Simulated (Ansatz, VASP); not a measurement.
**BN in VASP and in Ansatz**

```
CELL_PARAMETERS angstrom
1.25112 0.72234 3.10310
-1.25112 0.72234 3.10310
0.00000 -1.44467 3.10310
ATOMIC_POSITIONS crystal
B 0.99967 0.99967 0.99967
N 0.33276 0.33276 0.33276
```

Change from the starting cell: strain +0.000 along x and y, -0.080 along z, atoms carried along.

Alike in both runs: task single point; functional PBE; dispersion D3(BJ); k mesh 12 × 12 × 12; occupations gaussian, width 0.05 eV; no spin polarisation.

```csv
,VASP,Ansatz
version,VASP 6.6.1,Ansatz 0.2.0
potentials or method,"VASP PAW PBE potentials, release 64 (B, N)","scalar-relativistic, plane waves, PAW"
plane-wave cutoff (eV),520,420
valence electrons in the cell,8,8
```

|  | VASP | Ansatz | Ansatz less VASP |
| --- | --- | --- | --- |
| gap on the k mesh at the Fermi level (eV) | 4.04 | 4.05 | +0.008 |
| least direct gap on the mesh (eV) | 4.73 | 4.73 | +0.003 |
| pressure (GPa) | 2.0 | 1.9 | -0.09 |
| largest component of the traceless stress (GPa) | 0.39 | 0.61 | +0.219 |
| rms of the force components (eV/Å) | 0.025 | 0.024 | -0.0003 |

Atom by atom the forces differ by 0.000 eV/Å (rms over components).

A k mesh can miss the band edges.
